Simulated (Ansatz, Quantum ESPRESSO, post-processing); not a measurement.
# Band offsets of the GaAs/MgS(110) superlattice, 5 + 5 layers, a = 5.61 Å, part 2 of 2

How do the band edges meet in the GaAs/MgS(110) superlattice, 5 + 5 layers, a = 5.61 Å?

Quantum ESPRESSO 7.5; plane-wave DFT, LDA, GBRV ultrasoft pseudopotentials; cross-check by Ansatz 0.2.0 with PAW datasets.

So far. Step 10 (Planar and running averages of bulk MgS): In a crystal the running mean should be flat; that of average.x keeps a ripple of 0.24 eV. The line-up therefore uses an exact Fourier window on the same potential. Step 11 (Self-consistent run of the superlattice): The run needed 20 iterations to bring the estimated error under 1e-07 Ry; the largest force on any atom, held or free, is 0.70 eV/Å.

**14. Projected density of states**

Projections on atomic orbitals tell which layers and orbitals hold the states near the zero of energy.

The input, pdos.in:

```
&projwfc
  prefix = 'ab'
  outdir = './out'
  filpdos = 'pdos'
  Emin = 3.489
  Emax = 10.489
  DeltaE = 0.05
  ngauss = 0
  degauss = 0.006
/
```

On the command line:

```bash
$ OMP_NUM_THREADS=1 mpirun -n 4 projwfc.x -in pdos.in > pdos.out
```

Elapsed: 6.7 s, on 4 MPI ranks of Intel Xeon 6975P-C (Granite Rapids), shared host; peak memory 0.42 GiB; 25 s of CPU time.

This step gave:

| Property | Result |
| --- | --- |
| spilling of the projection | 0.0039 |

The density of states has structure finer than the step of the table below, so its rows give means over 0.25 eV, whole bins alone (the curve runs from -3.00 to 3.10 eV). Peaks (eV: height): -2.950: 22.6, -2.100: 14.6, -1.450: 8.79, 2.300: 11.3, 2.800: 16.

Gaussian width 0.006 Ry; cut where the computed bands begin to run out. Table of density of states by energy, zero at the Fermi level; means over each step:

| energy (eV) | density of states (states/eV a cell) |
| --- | --- |
| -2.75 | 15.5 |
| -2.50 | 10.6 |
| -2.25 | 8.35 |
| -2.00 | 10.3 |
| -1.75 | 5.80 |
| -1.50 | 7.12 |
| -1.25 | 4.79 |
| -1.00 | 3.87 |
| -0.75 | 1.54 |
| -0.50 | 0.173 |
| -0.25 | 0.0489 |
| 0.00 | 0 |
| 0.25 | 0.0488 |
| 0.50 | 0.121 |
| 0.75 | 0.291 |
| 1.00 | 2.24 |
| 1.25 | 4.70 |
| 1.50 | 6.11 |
| 1.75 | 8.89 |
| 2.00 | 9.33 |
| 2.25 | 10.1 |
| 2.50 | 8.31 |
| 2.75 | 12.9 |

Projected DOS an atom over height of the atomic layer and energy from the Fermi level. Columns are the atomic layers from the bottom up.

Ten even steps from '0' (0.00 states/eV) to '9' (1.65 states/eV), each cell a mean:
```
2222211111
3333311111
3333300000
4333400000
4333400000
3222300000
2121200000
1111100000
0000000000
0000000000
0000000000
0000000000
0000000000
0000000000
1111100000
2222200000
4242400000
3333300000
7545710001
3323310001
4444423332
3454348984
```
Columns: height of the atomic layer (Å) from 0 to 17.9; rows upwards: energy from the Fermi level (eV) from -3.00 to 3.10.

Löwdin valence electrons by atom:

```
atom  Löwdin valence electrons (e)
 Ga1                          18.9
 As2                           5.4
 Ga3                          19.0
 As4                           5.0
 Ga5                          19.0
 As6                           5.0
 Ga7                          19.0
 As8                           5.0
 Ga9                          18.9
As10                           5.4
Mg11                           8.6
 S12                           6.9
Mg13                           8.6
 S14                           7.3
Mg15                           8.6
 S16                           7.3
Mg17                           8.6
 S18                           7.3
Mg19                           8.6
 S20                           6.9
```

The atomic orbitals miss 0.4 % of the occupied states; for empty states the projections can miss much more.

**15. The line-up**

Each edge is taken over its own crystal's mean potential and then placed on the mean potential of those layers in the superlattice:

```csv
crystal,valence top − mean (eV),conduction bottom − mean (eV),mean in the superlattice (eV)
GaAs,-2.458,-1.994,8.659
MgS,1.477,4.797,2.598
```

Valence offset = (1.477 + 2.598) − (-2.458 + 8.659) = -2.126 eV; conduction offset = 0.731 eV.

**16. The same in Ansatz of bulk GaAs**

As a check, the same structure is run in Ansatz.

Level of this step: plane-wave DFT, LDA, Ansatz PAW (Ansatz 0.2.0).

The input, input.yaml:

```yaml
crystal:
  lattice:
    - [5.61, 0.0, 0.0]
    - [0.0, 3.9668690425, 0.0]
    - [0.0, 0.0, 3.9668690425]
  atoms:
    - { symbol: Ga, position: [0.0, 0.0, 0.0] }
    - { symbol: As, position: [0.25, 0.5, 0.0] }
    - { symbol: Ga, position: [0.5, 0.5, 0.5] }
    - { symbol: As, position: [0.75, 0.0, 0.5] }
kpoints:
  mp_grid: { grid: [6, 8, 8] }
hamiltonian:
  xc: lda
scf:
  occupations: { method: fermi_dirac, width: 0.02 }
  convergence: { dr2_threshold: 1.0e-08 }
output:
  eigenvalues: true
checkpoint:
  write: az.a.run
  compress: false
  write_wavefunctions: false
```

On the command line:

```bash
$ ansatz run input.yaml --threads 4 --pin off --max-ram 8192MiB --backend cpu --events-out ev --progress --plain --runs-dir out
```

It took 3.2 s on 4 threads; peak memory 0.45 GiB.

Read from the output:

```
free energy         : -16962.5915 eV
Fermi energy        : 8.430 eV
gap by band count   : 0.4589 eV
symmetry operations : 16
```

**17. Cross-check with Ansatz of bulk MgS**

input.yaml, the sections that differ from step 16:

```yaml
crystal:
  lattice:
    - [5.61, 0.0, 0.0]
    - [0.0, 3.9668690425, 0.0]
    - [0.0, 0.0, 3.9668690425]
  atoms:
    - { symbol: Mg, position: [0.0, 0.0, 0.0] }
    - { symbol: S, position: [0.25, 0.5, 0.0] }
    - { symbol: Mg, position: [0.5, 0.5, 0.5] }
    - { symbol: S, position: [0.75, 0.0, 0.5] }
checkpoint:
  write: az.b.run
  compress: false
  write_wavefunctions: false
# kpoints, hamiltonian, scf, output: as in step 16
```

Elapsed: 1.9 s, on 4 threads; peak memory 0.44 GiB; 6.6 s of CPU time.

This step gave:

```
free energy       : -5548.0085 eV
Fermi energy      : 4.831 eV
gap by band count : 3.321 eV
```

**18. Offsets by Ansatz's align-bands**

Level of this step: band offsets by ansatz align-bands; plane-wave DFT, LDA, Ansatz PAW (Ansatz 0.2.0).

The input, align.yaml:

```yaml
offset:
  left:
    bulk: { run: az.a.run }
    window: [1.983434521228, 5.950303563685]
    period: 3.966869042457
  right:
    bulk: { run: az.b.run }
    window: [11.90060712737, 15.86747616983]
    period: 3.966869042457
  interface: { run: relax.run, axis: 3 }
```

On the command line:

```bash
$ ansatz align-bands align.yaml -- --threads 4 --pin off
```

Wall time 0.07 s (4 threads).

The input was rejected at the start.

The program's message: “Error: offset.left.bulk (az.a.run): the run's report holds no band edges: run a crystal with a gap at scf.occupations.method: fixed (a smearing can hide a gap that it is not narrow beside), with an em …”

**19. SCF with pw.x of bulk MgS, with mixing_mode = TF, electron_maxstep = 100 and conv_thr = 0.0001**

A sensitivity test on the input.

Level of this step: plane-wave DFT, LDA, GBRV ultrasoft pseudopotentials (Quantum ESPRESSO 7.5).

The input, b.w0.in:

```
&control
  prefix = 'b.w0'
  outdir = './out'
  pseudo_dir = './pseudo'
  calculation = 'scf'
  tprnfor = .true.
/
&system
  ibrav = 0
  nat = 4
  ntyp = 2
  ecutwfc = 40
  ecutrho = 200
  occupations = 'smearing'
  smearing = 'fd'
  degauss = 0.002
/
&electrons
  conv_thr = 0.0001
  mixing_beta = 0.5
  electron_maxstep = 100
  mixing_mode = 'TF'
/
ATOMIC_SPECIES
  Mg  24.3050  mg_lda_v1.4.uspp.F.UPF
  S   32.0600  s_lda_v1.4.uspp.F.UPF
CELL_PARAMETERS angstrom
  5.61000000000000 0.00000000000000 0.00000000000000
  0.00000000000000 3.96686904245653 0.00000000000000
  0.00000000000000 0.00000000000000 3.96686904245653
ATOMIC_POSITIONS crystal
  Mg  0.000000000000 0.000000000000 0.000000000000
  S   0.250000000000 0.500000000000 0.000000000000
  Mg  0.500000000000 0.500000000000 0.500000000000
  S   0.750000000000 0.000000000000 0.500000000000
K_POINTS automatic
  6 8 8 0 0 0
```

On the command line:

```bash
$ OMP_NUM_THREADS=1 mpirun -n 4 pw.x -nk 4 -in b.w0.in > b.w0.out
```

Wall time 8.8 s (4 MPI ranks); peak memory 0.41 GiB; 34 s of CPU time.

The changed values were drawn from a wide range, not chosen for quality; the comparison shows what they did here together.

Beside the run it was changed from:

| quantity | this run | unchanged run | difference |
| --- | --- | --- | --- |
| free energy (eV) | -4064.375 | -4064.375 | 3.2e-4 |
| wall time (s) | 8.8 | 13 |  |
| SCF iterations | 5 | 8 |  |

The free energy moves by +0.08 meV an atom.

Of the changes, the loose conv_thr is the one that can move converged levels.

**20. Results**

* valence top of MgS less that of GaAs: -2.13 eV
* conduction bottom of MgS less that of GaAs: 0.73 eV
* gap of bulk GaAs along the path: 0.46 eV
* gap of bulk MgS along the path: 3.32 eV

What this shows: The valence top of MgS lies 2.13 eV below that of GaAs, and its conduction bottom 0.73 eV above (LDA, GBRV ultrasoft). At this level the alignment is straddling (type I): one gap lies inside the other. The conduction bottom lies at Γ in GaAs and at Γ in MgS. The atoms are held on ideal sites, so the interface is not relaxed. The thickness of the layers was not varied. Both crystals are held cubic at a = 5.61 Å, a typed value between or near their lattice constants, which no run here tested; a real film grown on one of them would be clamped in the plane and relax along the normal. Semilocal gaps are too small and can put the valleys in the wrong order, which spoils the conduction offset more than the valence offset. Spin-orbit coupling is left out; depending on the atoms that carry the levels of interest, it can split and shift them by tens to hundreds of meV.

[Logs are printed without paths, hosts, clocks, repeated set-up lines and the standing remarks that a program may print on its own settings, such as how far it seeks lower states.]

[Hosts, paths, dates, database ids (printed as entryN), source tags and the programs' standing remarks are cut or masked in the printed files.]

[Maps of the electrostatic potential energy from Ansatz leave out the sawtooth potential of an applied field or a dipole correction, so their vacuum need not be flat; planar profiles and work functions include it.]
